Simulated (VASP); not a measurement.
Set up this calculation in VASP 6.6.1, as the native input.

- Task: band structure
- Functional: SCAN
- Potentials or basis: VASP PAW PBE potentials, release 64 (Al, O)
- Cutoff: 520 eV
- k mesh: 7 × 7 × 3
- Occupations: fermi-dirac, width 0.05 eV
- Spin: no spin polarisation
- Further INCAR settings: ALGO = Normal; EDIFF = 1e-06

The structure of Al2O3 lies in POSCAR:

```
Al2O3
1.0
    3.0174825440      0.0000000000      0.0000000000
   -1.5087412720      2.6132165386      0.0000000000
    0.0000000000      0.0000000000      7.5746360022
Al O
2 3
Direct
    0.0000000000      0.0000000000      0.7220490000
    0.0000000000      0.0000000000      0.2779510000
    0.0000000000      0.0000000000      0.5000000000
    0.6666666667      0.3333333333      0.8005460000
    0.3333333333      0.6666666667      0.1994540000
```

Measurements of this composition are mostly on another form, of space group No. 167.

These files were run (other wordings do the same):

INCAR

```
SYSTEM = Al2O3
PREC = Accurate ; ENCUT = 520
EDIFF = 1E-6 ; ISMEAR = -1
SIGMA = 0.05 ; LREAL = .False.
LASPH = .True. ; NELM = 100
ALGO = Normal ; ISIF = 2
LWAVE = .False. ; LCHARG = .False.
METAGGA = SCAN ; LMIXTAU = .True.
```

KPOINTS

```
regular mesh
0
Gamma
  7 7 3
  0 0 0
```

KPOINTS_OPT

```
path GMKGALHA,LM,KH
20
line-mode
reciprocal
 0.0000000000  0.0000000000  0.0000000000  G
 0.5000000000  0.0000000000  0.0000000000  M

 0.5000000000  0.0000000000  0.0000000000  M
 0.3333333333  0.3333333333  0.0000000000  K

 0.3333333333  0.3333333333  0.0000000000  K
 0.0000000000  0.0000000000  0.0000000000  G

 0.0000000000  0.0000000000  0.0000000000  G
 0.0000000000  0.0000000000  0.5000000000  A

 0.0000000000  0.0000000000  0.5000000000  A
 0.5000000000  0.0000000000  0.5000000000  L

 0.5000000000  0.0000000000  0.5000000000  L
 0.3333333333  0.3333333333  0.5000000000  H

 0.3333333333  0.3333333333  0.5000000000  H
 0.0000000000  0.0000000000  0.5000000000  A

 0.5000000000  0.0000000000  0.5000000000  L
 0.5000000000  0.0000000000  0.0000000000  M

 0.3333333333  0.3333333333  0.0000000000  K
 0.3333333333  0.3333333333  0.5000000000  H
```

Potentials or basis: VASP PAW PBE potentials, release 64 (Al, O).

Command:

```sh
$ cat potpaw_PBE.64/Al/POTCAR potpaw_PBE.64/O/POTCAR > POTCAR
$ mpirun -np 1 vasp_std > vasp.out
```

It gave:

```yaml
Pressure: -6.4 GPa
Largest_force: 0.471 eV/Å
Band_gap_on_the_k_mesh: 2.89 eV, direct
Band_gap_along_the_path: 2.89 eV, direct
```

Caveat: the PAW data sets were made with another functional, which shifts forces and pressure a little.

Run time: 3.2 min on 1 thread of Intel(R) Xeon(R) Platinum 8488C (Sapphire Rapids), on a shared host, peak memory 0.18 GiB.
